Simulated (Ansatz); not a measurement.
## A plane-wave run on Co

Input file of Ansatz 0.2.0:

```yaml
crystal:
  lattice:
    - [-0.070501, 3.082952, 3.247081]
    - [3.11367, -0.03618, 3.21276]
    - [3.136107, 3.071069, -0.058617]
  atoms:
    - { symbol: Co, position: [0.631756, 0.621013, 0.643817] }
    - { symbol: Co, position: [0.114178, 0.616479, 0.631836] }
    - { symbol: Co, position: [0.635675, 0.614681, 0.122468] }
    - { symbol: Co, position: [0.632356, 0.137749, 0.616304] }
    - { symbol: Co, position: [0.243312, 0.229922, 0.268575] }
kpoints:
  mp_grid: { grid: [5, 5, 5], shift: [0.5, 0.5, 0.5] }
magnetization:
  spin_polarized: false
scf:
  occupations: { method: fermi_dirac, width: 0.0236 }
  lower_state_search: "off"
  max_iter: 200
hamiltonian:
  pseudopotentials: { kind: paw }
  xc: mr2scan
basis:
  ecutwfc: 500
  fft_grid_basis: typed
output:
  forces: true
  stress: true
  eigenvalues: true
  bader: true
  populations: true
  elf: true
  write_potential: true
  volumetric_format: npy
  dos:
    e_range: [-12, 8]
    de: 0.05
    projected: { site_lists: { Co: [Co] } }
checkpoint:
  read: saved_state
```

The run starts from an earlier solution of this cell. 

Excerpt of what it printed:

```
Pseudopotentials: kind: paw
Pseudopotential: Co, paw, valence charge 17, recommended cutoff 500 eV (meta_gga), Co.paw.azcp
Functional definition: m-r2SCAN
  exchange = m_r2scan_x
  correlation = m_r2scan_c
Crystal: 5 atoms, lattice volume = 63.739 Å³
Basis set: ecut = 500 eV, 1611 PW (Γ), exchange–correlation on 144×144×144 points (64 copies of the dense FFT grid, shifted against one another)
Bands: 51, of which v1, the nominal top of the filled ones, is band 43 counted from 1 (42 counted from 0)
Symmetry: 1 space group operations
Space group: P1 (ITA 1), of the structure as read, at distance tolerance 4.0e-5 Å
k-points: 63 of 125 (time reversal used)
Initial density: read from a saved state, or passed on in memory by an earlier SCF of this step, an earlier step, the calling program or the single point that the run made first
Functional: x = mr2scan, c = mr2scan; τ floored in thin density (d = 2e-4 eV/Å³)
SCF iter   1: F=-25650.8903 eV  Δρ=9.58e-3  dr2=3.47e-2  dr2_τ=3.85e-2
SCF iter   2: F=-25650.9148 eV  Δρ=5.21e-3  dr2=1.09e-2  dr2_τ=1.11e-3
SCF iter   3: F=-25650.9192 eV  Δρ=2.73e-3  dr2=4.24e-3  dr2_τ=4.49e-4
SCF iter   4: F=-25650.9220 eV  Δρ=1.47e-3  dr2=1.00e-3  dr2_τ=1.37e-4
SCF iter   5: F=-25650.9228 eV  Δρ=6.66e-4  dr2=1.08e-4  dr2_τ=5.09e-5
SCF iter   6: F=-25650.9229 eV  Δρ=3.09e-4  dr2=4.54e-5  dr2_τ=4.90e-6
SCF iter   7: F=-25650.9229 eV  Δρ=1.85e-4  dr2=1.67e-5  dr2_τ=9.25e-7
SCF iter   8: F=-25650.9229 eV  Δρ=6.26e-5  dr2=1.38e-6  dr2_τ=8.57e-8
SCF iter   9: F=-25650.9229 eV  Δρ=2.69e-5  dr2=2.88e-7  dr2_τ=1.89e-8
SCF iter  10: F=-25650.9229 eV  Δρ=1.10e-5  dr2=4.68e-8  dr2_τ=3.06e-9
Free energy (F): -25650.9229 eV
Harris-Foulkes:  -25650.9229 eV  (|F-HF|=3.05e-8)
Internal energy: -25650.8840 eV  (E = F + TS)
E sigma→0 (E₀):  -25650.9034 eV
Entropy (-TS):   -0.0389 eV (-7.781 meV/atom)
Fermi energy:    14.8055 eV
--- Per-component energies (eV) ---
  E_band       = -1634.7319
  E_kinetic    = 2283.6692
  E_local      = -17047.7238  (includes V_loc(G=0)·N_el)
  E_nonlocal   = 2289.9590
  E_hartree    = 7234.8098
  E_xc         = -786.5460
  E_vxc        = -1147.3879  (∫ρ·V_xc dr)
  E_paw        = -7627.2354  (= ΣΔE_a)
  E_vpaw       = -2556.4708  (= ΣTr[D̂ρ^β])
  E_aug_tail   = 0.0002  (compensation charges beyond the density's cutoff)
  E_vtau       = 73.5995  (kinetic-family band-sum trace: ∫τ·v_τ [+ j·A + Jᵃ·Aᵃ] dr)
  E_ewald      = -11996.3410
  E_core_change = -1.4760  (= ΣΔE_core)
  E_smearing   = -0.0389  (= −TS)
--- Forces (eV/Å), atoms counted from 1 ---
  atom   1  Co    -0.4678    -1.2212    -0.8741
  atom   2  Co    -0.4173     0.6194     1.0042
  atom   3  Co     0.9180     0.3445    -0.1925
  atom   4  Co    -0.0671     0.2324    -0.0083
  atom   5  Co     0.0341     0.0249     0.0707
--- Stress (GPa, compression-positive) ---
       -2.2241       2.2077       1.4682
        2.2077       0.2602       1.1578
        1.4682       1.1578      -3.3472
  P = ⅓ Tr σ = -1.7704 GPa (-17.704 kbar)
--- Löwdin populations: 5 sites ---
  site symbol       q [e]
     0     Co     16.8678
     1     Co     16.8619
     2     Co     16.8675
     3     Co     16.8697
     4     Co     16.6861
  spilling = 0.0100 (of n_electrons = 85.0000)
```

Origin: a cell with a point defect, so it need not be a known compound. Caveats: no spin polarisation, so a magnetic state may lie lower; the k mesh is coarse if the cell is a metal; atoms or cell far from equilibrium; m-r2SCAN is r2SCAN with a changed spin dependence that lowers moments.
